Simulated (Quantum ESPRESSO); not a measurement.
HfC:

```
Hf C
1.0
     0.00000    2.32500    2.32500
     2.32500    0.00000    2.32500
     2.32500    2.32500    0.00000
Hf C
1 1
Direct
  0.50000 0.50000 0.50000
  0.00000 0.00000 0.00000
```

- Program: Quantum ESPRESSO 7.5
- Task: phonon dispersion
- Functional: PBEsol
- Potentials or basis: GBRV 1.5 PBEsol
- Cutoff: 612 eV
- Density cutoff: 4898 eV
- k mesh: 10 × 10 × 10
- Occupations: gaussian, width 0.136 eV
- Spin: no spin polarisation
- Mixing beta: 0.5
- Most SCF iterations: 120
- SCF threshold: 4e-10 Ry
- q mesh: 2 × 2 × 2

The cell and the atoms were relaxed first, to 12.25 Å³/atom (a = 3.260 Å, b = 3.260 Å, c = 3.260 Å, α = 60.00°, β = 60.00°, γ = 60.00°), and the response was taken there.

Question: Is this structure dynamically stable at this level, and how far does the spectrum reach?

Answer: Yes, as far as this q mesh shows: no mode on the path is imaginary. The highest frequency is 701 cm⁻¹.

Phonon frequencies at the corners of the path (cm⁻¹, interpolated; i marks imaginary ones):
| point | frequencies |
| --- | --- |
| Γ | 0 0 0 457 457 457 |
| X | 155 155 197 499 499 577 |
| W | 164 184 184 537 575 575 |
| K | 147 187 192 518 572 590 |
| L | 138 138 242 561 561 701 |
| U | 147 187 192 518 572 590 |

Harmonic thermodynamics per atom at this volume (zero-point energy 66.9 meV, Debye temperature from the second moment 767 K):
| T (K) | free energy (meV) | entropy (k_B) | heat capacity Cv (k_B) |
| --- | --- | --- | --- |
| 50 | 66.8 | 0.11 | 0.35 |
| 100 | 65.4 | 0.58 | 1.01 |
| 200 | 56.1 | 1.54 | 1.80 |
| 298.15 | 39.6 | 2.35 | 2.27 |
| 500 | -13.3 | 3.65 | 2.69 |
| 800 | -125.7 | 4.96 | 2.87 |

Phonon states per cell in windows of 50 cm⁻¹ (negative: imaginary):
| from (cm⁻¹) | total | Hf | C |
| --- | --- | --- | --- |
| 0 | 0.01 | 0.01 | 0.00 |
| 50 | 0.09 | 0.09 | 0.00 |
| 100 | 1.14 | 1.13 | 0.01 |
| 150 | 1.25 | 1.24 | 0.00 |
| 200 | 0.59 | 0.59 | 0.00 |
| 250 | 0.00 | 0.00 | 0.00 |
| 300 | 0.00 | 0.00 | 0.00 |
| 350 | 0.00 | 0.00 | 0.00 |
| 400 | 0.00 | 0.00 | 0.00 |
| 450 | 0.12 | 0.00 | 0.11 |
| 500 | 1.37 | 0.01 | 1.36 |
| 550 | 0.90 | 0.00 | 0.90 |
| 600 | 0.49 | 0.00 | 0.49 |
| 650 | 0.14 | 0.00 | 0.14 |

A q mesh this small can miss soft modes between its points.

Caveat: the q mesh is small, so phonon branches between its points and thermal values are rough.
